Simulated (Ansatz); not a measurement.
Input deck for Ansatz 0.2.0, then the block of the output on the nuclei.

The cell is a diffraction structure from the COD, relaxed with PBE at fixed cell and then changed (z stretched by 2 %, ions relaxed).

```yaml
crystal:
  lattice:
    - [4.006, 0.0, 0.0]
    - [0.0, 4.006, 0.0]
    - [0.0, 0.0, 4.08612]
  atoms:
    - { symbol: Ba, position: [0.5, 0.5, 0.5] }
    - { symbol: Ti, position: [0.0, 0.0, 0.0] }
    - { symbol: O, position: [0.5, 0.0, 0.0] }
    - { symbol: O, position: [0.0, 0.5, 0.0] }
    - { symbol: O, position: [0.0, 0.0, 0.5] }
kpoints:
  mp_grid: { grid: [8, 8, 8] }
scf:
  occupations: { method: fermi_dirac, width: 0.02 }
hamiltonian:
  xc: pbe
  pseudopotentials: { kind: paw }
output:
  forces: true
  stress: true
  populations: true
  efg:
    quadrupole_moments_barn: { Ba: 0.236, Ti: 0.247, O: -0.02558 }
    contact_densities: true
  write_density: true
  write_potential: true
  elf: true
  volumetric_format: npy
relax:
  f_tol: 0.02
  max_steps: 60
```

```sh
ansatz run input.yaml --threads 1 --pin off --max-ram 3072MiB --backend cpu --events-out ev --progress --plain --runs-dir out
```

The run relaxes the ions first, and the block belongs to the relaxed positions.

Of the output, the block on the nuclei alone is shown; the set-up, the SCF iterations, energies, forces and stress are cut. One atom of each set with nearly equal values is shown.

```
--- PAW observables at the nuclei: V_zz in 10²¹ V/m², potentials from the cell's mean, atoms counted from 1 ---
  atom   1  Ba V_zz =    +0.348357   η = 0.0000   by run symmetry: allowed   C_q = +1.9879 MHz
            electrostatic potential = -9627.469375 V   contact ρ = 2065457.338812 e/Å³
  atom   2  Ti V_zz =    +1.716284   η = 0.0000   by run symmetry: allowed   C_q = +10.2504 MHz
            electrostatic potential = -2529.570523 V   contact ρ = 56790.593399 e/Å³
  atom   3  O  V_zz =    +2.475402   η = 0.2694   by run symmetry: allowed   C_q = -1.5311 MHz
            electrostatic potential = -627.660804 V   contact ρ = 2157.490866 e/Å³
  atom   5  O  V_zz =    +3.337933   η = 0.0000   by run symmetry: allowed   C_q = -2.0646 MHz
            electrostatic potential = -627.712030 V   contact ρ = 2157.468015 e/Å³
```

The relaxation (1 step) took 14 s of wall time (14 s of CPU time) and 0.49 GiB at its peak, on 1 thread of Arm Neoverse V1 (aarch64; 8 cores open to the job, memory cap 3.0 GiB, no GPU), a shared host with a load of 0.8 a core.

Without spin–orbit coupling (the program notes it for Ba) the gradients are little affected as a rule: paired runs on crystals with a gap mostly move them by under 2 % at such atoms.
